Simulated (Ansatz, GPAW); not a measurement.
This is a calculation of BP for GPAW 26.7.0 (ASE script). 

Contents of run.py:

```python
from ase.dft.bandgap import bandgap
from ase.io import read, write
from ase.units import GPa
from gpaw import GPAW, PW

atoms = read('BP.xyz')

calc = GPAW(mode=PW(800),
            xc='PBE',
            kpts={'size': (10, 10, 10), 'gamma': True},
            occupations={'name': 'methfessel-paxton', 'order': 0, 'width': 0.018000000000000002},
            nbands=11,
            convergence={'density': 1e-05, 'energy': 1e-05},
            maxiter=150,
            txt='gpaw.txt')
atoms.calc = calc
energy = atoms.get_potential_energy()
forces = atoms.get_forces()
stress = atoms.get_stress()
calc.write('gs.gpw')
write('result.traj', atoms)
print(f'Energy: {energy:.6f} eV')
print('Forces (eV/A):')
print(forces.round(4))
print('Stress (GPa):', (stress / GPa).round(3))
print('Fermi level:', round(calc.get_fermi_level(), 4), 'eV')
print(f'Gap: {bandgap(calc)[0]:.4f} eV, direct: {bandgap(calc, direct=True)[0]:.4f} eV')
```

File BP.xyz:

```xyz
2
Lattice="0.0000000000 2.2690000000 2.2690000000 2.2690000000 0.0000000000 2.2690000000 2.2690000000 2.2690000000 0.0000000000" Properties=species:S:1:pos:R:3 pbc="T T T"
P      3.4035000000      3.4035000000      3.4035000000
B      0.0000000000      0.0000000000      0.0000000000
```

Potentials or basis: GPAW PAW data sets (gpaw-data 1.2.1), pw.

Run with:

```bash
$ OMP_NUM_THREADS=1 python run.py
```

Set up the same calculation for Ansatz 0.2.0. Potentials or basis there: all-electron LAPW, scalar-relativistic.

As run (cutoffs and basis follow the program's own potentials, and thresholds, step limits or extra output files can differ):

input.yaml

```yaml
crystal:
  lattice:
    - [0.0, 2.269, 2.269]
    - [2.269, 0.0, 2.269]
    - [2.269, 2.269, 0.0]
  atoms:
    - { symbol: P, position: [0.75, 0.75, 0.75] }
    - { symbol: B, position: [0.0, 0.0, 0.0] }
kpoints:
  mp_grid: { grid: [10, 10, 10] }
scf:
  occupations: { method: gaussian, width: 0.018 }
hamiltonian:
  xc: pbe
  pseudopotentials: { kind: all_electron, lapw: { basis_error: 0.001 } }
output:
  forces: true
  stress: true
  eigenvalues: true
```

Potentials or basis: all-electron LAPW, scalar-relativistic.

Launch:

```bash
$ ansatz run input.yaml --threads 1 --pin off --max-ram 3072MiB --backend cpu --events-out ev --progress --plain --runs-dir out
```

Both were run:

|  | GPAW | Ansatz |
| --- | --- | --- |
| Pressure | 1.4 GPa | 1.1 GPa |

Where Ansatz's input types no cutoff or centring, it takes its own default and a Γ-centred mesh.

Pressure is positive in compression.
